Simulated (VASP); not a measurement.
# TaN (P-6m2) in VASP: notebook

Runs on TaN. Level: LDA. Tasks: equation of state.

All numbers are computed with VASP 6.6.1; they aren't measurements. Logs are shortened: lines on timing, memory, paths and dates and some standing lists are left out, and cuts for length are marked.

### Step 1. The structure

Symmetry: P-6m2, No. 187, hexagonal system. Conventional cell: a = 2.912 Å, b = 2.912 Å, c = 2.856 Å, α = 90.00°, β = 90.00°, γ = 120.00°. Around Ta (site symmetry -6m2) lie 6 N at 2.21 Å. N (site symmetry -6m2) has 6 Ta at 2.21 Å as nearest neighbours.

### Step 2. Equation of state, LDA, 10.07 Å³/atom (a relaxed cell with its volume scaled by 0.96)

The input, INCAR:

```
SYSTEM = TaN
ALGO     = Normal         ! electronic algorithm
EDIFF    = 1E-7           ! SCF threshold, eV
ENCUT    = 520            ! plane-wave cutoff, eV
GGA      = CA             ! functional
ISIF     = 2              ! what is computed and relaxed
ISMEAR   = -1             ! smearing method
LASPH    = .TRUE.         ! aspherical terms in the spheres
LCHARG   = .FALSE.        ! write CHGCAR
LREAL    = .FALSE.        ! projectors in reciprocal space
LWAVE    = .FALSE.        ! write WAVECAR
NELM     = 100            ! most SCF steps
PREC     = Accurate       ! precision mode
SIGMA    = 0.05           ! smearing width, eV
```

The input, KPOINTS:

```
k-points
0
G
  8 8 8
  0 0 0
```

The input, POSCAR:

```
TaN                                     
1.0
    2.8725345136      0.0000000000      0.0000000000
   -1.4362672568      2.4876878620      0.0000000000
    0.0000000000      0.0000000000      2.8176652140
  Ta              N             
     1     1
Direct
     0.0000000000000000    0.0000000000000000    0.5000000000000000
     0.6666666667000030    0.3333333332999970    0.0000000000000000
```

Potentials or basis: VASP PAW LDA potentials, release 64 (Ta_pv, N).

Started as:

```bash
> cat potpaw_LDA.64/Ta_pv/POTCAR potpaw_LDA.64/N/POTCAR > POTCAR
> mpirun -np 1 vasp_std > vasp.out
```

OUTCAR:

```text
SYSTEM = TaN
   EDIFF = 1E-7
   ENCUT = 520
   GGA = CA
   ISIF = 2
   ISMEAR = -1
   LASPH = .TRUE.
   LREAL = .FALSE.
   NELM = 100
   PREC = Accurate

 ion  position               nearest neighbor table
   1  0.000  0.000  0.500-   2 2.18   2 2.18   2 2.18   2 2.18   2 2.18   2 2.18
   2  0.667  0.333  0.000-   1 2.18   1 2.18   1 2.18   1 2.18   1 2.18   1 2.18

  LATTYP: Found a hexagonal cell.
 ALAT       =     2.8725345136
 C/A-ratio  =     0.9808986457

  Lattice vectors:

 A1 = (   2.8725345136,   0.0000000000,   0.0000000000)
 A2 = (  -1.4362672568,   2.4876878620,   0.0000000000)
 A3 = (   0.0000000000,   0.0000000000,   2.8176652140)

Analysis of symmetry for initial positions (statically):
=====================================================================
 Subroutine PRICEL returns:
 Original cell was already a primitive cell.

 Routine SETGRP: Setting up the symmetry group for a
 hexagonal supercell.

 Subroutine GETGRP returns: Found 12 space group operations
 (whereof 12 operations were pure point group operations)
 out of a pool of 24 trial point group operations.

The static configuration has the point symmetry D_3h.

Analysis of symmetry for dynamics (positions and initial velocities):
=====================================================================
 Subroutine PRICEL returns:
 Original cell was already a primitive cell.

 Routine SETGRP: Setting up the symmetry group for a
 hexagonal supercell.

 Subroutine GETGRP returns: Found 12 space group operations
 (whereof 12 operations were pure point group operations)
 out of a pool of 24 trial point group operations.

The dynamic configuration has the point symmetry D_3h.

 Subroutine INISYM returns: Found 12 space group operations
 (whereof 12 operations are pure point group operations),
 and found     1 'primitive' translations

----------------------------------------------------------------------------------------

                                     Primitive cell

  volume of cell :      20.1349

  direct lattice vectors                    reciprocal lattice vectors
     2.872534514  0.000000000  0.000000000     0.348124625  0.200989846  0.000000000
    -1.436267257  2.487687862  0.000000000     0.000000000  0.401979692  0.000000000
     0.000000000  0.000000000  2.817665214     0.000000000  0.000000000  0.354903767

  length of vectors
     2.872534514  2.872534514  2.817665214     0.401979692  0.401979692  0.354903767

  position of ions in fractional coordinates (direct lattice)
     0.000000000  0.000000000  0.500000000
     0.666666667  0.333333333  0.000000000

  ion indices of the primitive-cell ions
   primitive index   ion index
                 1           1
                 2           2

----------------------------------------------------------------------------------------

 KPOINTS: k-points

Automatic generation of k-mesh.
 Grid dimensions read from file:
 generate k-points for:    8    8    8

 Generating k-lattice:

  Cartesian coordinates                     Fractional coordinates (reciprocal lattice)
     0.043515578  0.025123731  0.000000000     0.125000000 -0.000000000  0.000000000
     0.000000000  0.050247461  0.000000000     0.000000000  0.125000000  0.000000000
     0.000000000  0.000000000  0.044362971     0.000000000  0.000000000  0.125000000

  Length of vectors
     0.050247461  0.050247461  0.044362971

  Shift w.r.t. Gamma in fractional coordinates (k-lattice)
     0.000000000  0.000000000  0.000000000

 Subroutine IBZKPT returns following result:
 ===========================================

 Found     50 irreducible k-points:

 Following reciprocal coordinates:
            Coordinates               Weight
  0.000000  0.000000  0.000000      1.000000
  0.125000 -0.000000  0.000000      6.000000
  0.250000 -0.000000  0.000000      6.000000
  0.375000 -0.000000  0.000000      6.000000
  0.500000 -0.000000  0.000000      3.000000
  0.125000  0.125000  0.000000      6.000000
[... 16 lines left out ...]
  0.250000 -0.000000  0.250000     12.000000
  0.375000 -0.000000  0.250000     12.000000
 [... further k-points ...]
   k-points           NKPTS =     50   k-points in BZ     NKDIM =     50   number of bands    NBANDS=     12
   number of dos      NEDOS =    301   number of ions     NIONS =      2
   total plane-waves  NPLWV =  13824
   dimension x,y,z NGX =    24 NGY =   24 NGZ =   24
   dimension x,y,z NGXF=    48 NGYF=   48 NGZF=   48
   ions per type =               1   1
   NGX,Y,Z   is equivalent  to a cutoff of  13.89, 13.89, 14.16 a.u.
   NGXF,Y,Z  is equivalent  to a cutoff of  27.78, 27.78, 28.32 a.u.
 SYSTEM =  TaN
   PREC   = accura    normal or accurate (medium, high low for compatibility)
   ISTART =      0    job   : 0-new  1-cont  2-samecut
   ICHARG =      2    charge: 1-file 2-atom 10-const
   ISPIN  =      1    spin polarized calculation?
   LNONCOLLINEAR =      F non collinear calculations
   LSORBIT =      F    spin-orbit coupling
   LASPH  =      T    aspherical Exc in radial PAW
   ENCUT  =  520.0 eV  38.22 Ry    6.18 a.u.   5.34  5.34  5.24*2*pi/ulx,y,z
   NELM   =    100;   NELMIN=  2; NELMDL= -5     # of ELM steps
   EDIFF  = 0.1E-06   stopping-criterion for ELM
   LREAL  =      F    real-space projection
   EDIFFG = 0.1E-05   stopping-criterion for IOM
   NSW    =      0    number of steps for IOM
   IBRION =     -1    ionic relax: 0-MD 1-quasi-New 2-CG
   NFREE  =      0    steps in history (QN), initial steepest desc. (CG)
   ISIF   =      2    stress and relaxation
   ISYM   =      2    0-nonsym 1-usesym 2-fastsym
   POTIM  = 0.5000    time-step for ionic-motion
   TEBEG  =    0.0;   TEEND  =   0.0 temperature during run
   PSTRESS=    0.0 pullay stress
   NELECT =      16.0000    total number of electrons
   NUPDOWN=      -1.0000    fix difference up-down
   EMIN   =  10.00;   EMAX   =-10.00  energy-range for DOS
   EFERMI =   0.00;   METHOD = LEGACY
   ISMEAR =    -1;   SIGMA  =   0.05  broadening in eV -4-tet -1-fermi 0-gaus
   EFERMI_NEDOS =   21; number of points for ismear=-14 and -15
   IALGO  =     38    algorithm
   IMIX   =      4    mixing-type and parameters
     AMIX     =   0.40;   BMIX     =  1.00
     AMIX_MAG =   1.60;   BMIX_MAG =  1.00
  volume/ion in A,a.u.               =      10.07        67.94
  Fermi-wavevector in a.u.,A,eV,Ry     =   1.516345  2.865476 31.283899  2.299302
  Thomas-Fermi vector in A             =   2.625747
   LORBIT       =      0    0 simple, 1 ext, 2 COOP (PROOUT), +10 PAW based schemes
   GGA     = CA    functional components
   LHFCALC =     F    Hartree Fock is set to
   AEXX    =    0.0000 exact exchange contribution
   IVDW    =     0    specifies the selected vdW correction
   LEPSILON=     F    determine dielectric tensor
   LRPA    =     F    only Hartree local field effects (RPA)
 non-spin polarized calculation
  energy-cutoff  :      520.00
  volume of cell :       20.13
 maximum number of plane-waves:       557
 NGX is ok and might be reduce to    24
   NGX = 11   NGY = 11   NGZ = 11

 number of electron      16.0000000 magnetization

 Free energy of the ion-electron system (eV)
  ---------------------------------------------------
  ext. energy  EPLUGINS =         0.00000000
  ---------------------------------------------------
  free energy    TOTEN  =       -24.67483682 eV

  energy without entropy =      -24.67401755  energy(sigma->0) =      -24.67442718

 E-fermi :   8.8377     XC(G=0): -13.9513

 val. band max:        8.7258541000   @ k =   0.5000  -0.0000   0.5000
 cond. band min:       8.8661675951   @ k =   0.0000   0.0000   0.3750
 fundamental gap:      0.1403134951
 Fermi energy:         8.8376609469

 k-point     1 :       0.0000    0.0000    0.0000
  band No.  band energies     occupation
      1     -25.5881      2.00000
      2     -25.2874      2.00000
      3     -25.2874      2.00000
      4      -9.2054      2.00000
      5       3.9954      2.00000
      6       3.9954      2.00000
      7       4.3231      2.00000
      8       5.9087      2.00000
      9      11.7375      0.00000
     10      12.7573      0.00000
     11      12.7573      0.00000
     12      13.1859      0.00000

 k-point     2 :       0.1250   -0.0000    0.0000
  band No.  band energies     occupation
      1     -25.5605      2.00000
      2     -25.5013      2.00000
      3     -25.3323      2.00000
      4      -8.8402      2.00000
      5       3.1235      2.00000
      6       4.2682      2.00000
      7       4.7906      2.00000
      8       5.4112      2.00000
      9      12.0666      0.00000
     10      12.8155      0.00000
     11      12.8853      0.00000
     12      13.0050      0.00000

 k-point     3 :       0.2500   -0.0000    0.0000
  band No.  band energies     occupation
      1     -25.9883      2.00000
      2     -25.4934      2.00000
      3     -25.4391      2.00000
      4      -7.9471      2.00000
      5       1.6886      2.00000
      6       4.4266      2.00000
      7       4.8866      2.00000
      8       5.5283      2.00000
      9      11.2323      0.00000
     10      12.5968      0.00000
     11      13.1926      0.00000
     12      14.2459      0.00000
[... 286 lines left out ...]
 k-point    23 :       0.2500   -0.0000    0.2500
  band No.  band energies     occupation
      1     -26.0893      2.00000
      2     -25.8870      2.00000
      3     -25.3795      2.00000
      4      -7.2332      2.00000
      5       1.5540      2.00000
      6       3.2240      2.00000
      7       4.3236      2.00000
      8       7.0088      2.00000
      9      10.8027      0.00000
     10      11.2477      0.00000
     11      13.6721      0.00000
     12      15.0993      0.00000

 k-point    24 :       0.3750   -0.0000    0.2500
  band No.  band energies     occupation
      1     -26.3368      2.00000
      2     -25.9722      2.00000
      3     -25.4798      2.00000
      4      -6.8795      2.00000
      5       0.6501      2.00000
      6       3.2420      2.00000
      7       4.0728      2.00000
      8       7.1785      2.00000
      9      11.7283      0.00000
     10      12.5278      0.00000
     11      14.2081      0.00000
     12      15.5297      0.00000

 [... further k-points ...]

------------------------ aborting loop because EDIFF is reached ----------------------------------------

  FORCE on cell =-STRESS in cart. coord.  units (eV):
  Direction    XX          YY          ZZ          XY          YZ          ZX
  --------------------------------------------------------------------------------------
  -------------------------------------------------------------------------------------
  Total        2.0470553      2.0470553      2.3114987      0.0000000     -0.0000000      0.0000000
  in kB      162.8881990    162.8881990    183.9304807      0.0000000     -0.0000000      0.0000000
  external PRESSURE =     169.9022929 kB  Pullay stress =       0.0000000 kB

 VOLUME and BASIS-vectors are now :
 -----------------------------------------------------------------------------
  energy-cutoff  :      520.00
  volume of cell :       20.13
      direct lattice vectors                 reciprocal lattice vectors
     2.872534514  0.000000000  0.000000000     0.348124625  0.200989846  0.000000000
    -1.436267257  2.487687862  0.000000000     0.000000000  0.401979692  0.000000000
     0.000000000  0.000000000  2.817665214     0.000000000  0.000000000  0.354903767

 POSITION                                       TOTAL-FORCE (eV/Angst)
 -----------------------------------------------------------------------------------
      0.00000      0.00000      1.40883         0.000000      0.000000      0.000000
      1.43627      0.82923      0.00000        -0.000000      0.000000      0.000000
 -----------------------------------------------------------------------------------
    total drift:                               -0.000000      0.000000      0.000000

  FREE ENERGIE OF THE ION-ELECTRON SYSTEM (eV)
  ---------------------------------------------------
  free  energy   TOTEN  =       -24.6748368232 eV

  energy  without entropy=      -24.6740175458  energy(sigma->0) =      -24.67442718
```

Wall time 6 s (1 thread of Intel Xeon Platinum 8488C (Sapphire Rapids), shared host); peak memory 0.13 GiB.

Results:

| Property | Result |
| --- | --- |
| Free energy | -24.6748 eV |
| Pressure | 17.0 GPa |
| Band gap on the k mesh | none (metal or under the smearing width) |

### Step 3. Equation of state, LDA, 10.28 Å³/atom (a relaxed cell with its volume scaled by 0.98)

INCAR is that of step 2.

KPOINTS is that of step 2.

The input, POSCAR:

```
TaN                                     
1.0
    2.8923457224      0.0000000000      0.0000000000
   -1.4461728612      2.5048448721      0.0000000000
    0.0000000000      0.0000000000      2.8370980020
  Ta              N             
     1     1
Direct
     0.0000000000000000    0.0000000000000000    0.5000000000000000
     0.6666666667000030    0.3333333332999970    0.0000000000000000
```

Potentials or basis: VASP PAW LDA potentials, release 64 (Ta_pv, N).

Started as:

```bash
> cat potpaw_LDA.64/Ta_pv/POTCAR potpaw_LDA.64/N/POTCAR > POTCAR
> mpirun -np 1 vasp_std > vasp.out
```

It took 6.3 s on 1 thread of Intel Xeon Platinum 8488C (Sapphire Rapids), shared host; peak memory 0.13 GiB.

The run converged. Its results:

| Property | Result |
| --- | --- |
| Free energy | -24.7078 eV |
| Pressure | 8.0 GPa |
| Band gap on the k mesh | none (metal or under the smearing width) |

### Step 4. Equation of state, LDA, 10.49 Å³/atom

INCAR is that of step 3.

KPOINTS is that of step 3.

The input, POSCAR:

```
TaN                                     
1.0
    2.9118891918      0.0000000000      0.0000000000
   -1.4559445959      2.5217700131      0.0000000000
    0.0000000000      0.0000000000      2.8562681646
  Ta              N             
     1     1
Direct
     0.0000000000000000    0.0000000000000000    0.5000000000000000
     0.6666666667000030    0.3333333332999970    0.0000000000000000
```

Started as:

```bash
> cat potpaw_LDA.64/Ta_pv/POTCAR potpaw_LDA.64/N/POTCAR > POTCAR
> mpirun -np 1 vasp_std > vasp.out
```

It took 6.5 s on 1 thread of Intel Xeon Platinum 8488C (Sapphire Rapids), shared host; peak memory 0.13 GiB.

Results (log left out):

| Property | Result |
| --- | --- |
| Free energy | -24.7185 eV |
| Pressure | 0.0 GPa |
| Band gap on the k mesh | none (metal or under the smearing width) |

### Step 5. Equation of state, LDA, 10.70 Å³/atom (a relaxed cell with its volume scaled by 1.02)

INCAR is that of step 4.

KPOINTS is that of step 4.

The input, POSCAR:

```
TaN                                     
1.0
    2.9311737882      0.0000000000      0.0000000000
   -1.4655868941      2.5384709634      0.0000000000
    0.0000000000      0.0000000000      2.8751843991
  Ta              N             
     1     1
Direct
     0.0000000000000000    0.0000000000000000    0.5000000000000000
     0.6666666667000030    0.3333333332999970    0.0000000000000000
```

Started as:

```bash
> cat potpaw_LDA.64/Ta_pv/POTCAR potpaw_LDA.64/N/POTCAR > POTCAR
> mpirun -np 1 vasp_std > vasp.out
```

It took 5.9 s on 1 thread of Intel Xeon Platinum 8488C (Sapphire Rapids), shared host; peak memory 0.13 GiB.

Results (log left out):

```yaml
Free_energy: -24.7091 eV
Pressure: -7.3 GPa
Band_gap_on_the_k_mesh: none (metal or under the smearing width)
```

### Step 6. Equation of state, LDA, 10.91 Å³/atom (a relaxed cell with its volume scaled by 1.04)

INCAR is that of step 5.

KPOINTS is that of step 5.

The input, POSCAR:

```
TaN                                     
1.0
    2.9502079175      0.0000000000      0.0000000000
   -1.4751039588      2.5549550030      0.0000000000
    0.0000000000      0.0000000000      2.8938549508
  Ta              N             
     1     1
Direct
     0.0000000000000000    0.0000000000000000    0.5000000000000000
     0.6666666667000030    0.3333333332999970    0.0000000000000000
```

Potentials or basis: VASP PAW LDA potentials, release 64 (Ta_pv, N).

Started as:

```bash
> cat potpaw_LDA.64/Ta_pv/POTCAR potpaw_LDA.64/N/POTCAR > POTCAR
> mpirun -np 1 vasp_std > vasp.out
```

Run time: 6.2 s. Hardware: 1 thread of Intel Xeon Platinum 8488C (Sapphire Rapids), shared host; peak memory 0.13 GiB.

The run converged. Its results:

- Free energy: -24.6819 eV
- Pressure: -13.8 GPa
- Band gap on the k mesh: none (metal or under the smearing width)

### Step 7. Equation of state, LDA

Potentials or basis: VASP PAW LDA potentials, release 64 (Ta_pv, N).

No new run: the results of the series are fitted here.

What came out:

| Item | Value |
| --- | --- |
| Equilibrium volume | 10.49 Å³/atom |
| Bulk modulus at fixed shape and positions | 381 GPa |
| Pressure derivative of the bulk modulus | 4.4 (rough: it moves with the points fitted) |

Energy against volume, from the lowest point:
```
volume (Å³/atom)  energy (meV/atom)
          10.067              21.82
          10.277               5.35
          10.487               0.00
          10.697               4.67
          10.906              18.32
```

Caveat: the cell was scaled at fixed shape and fractional positions, which overstates the stiffness of a crystal with free parameters, most of all of layers and chains. The run has no spin-orbit coupling, so splittings on Ta are missing.
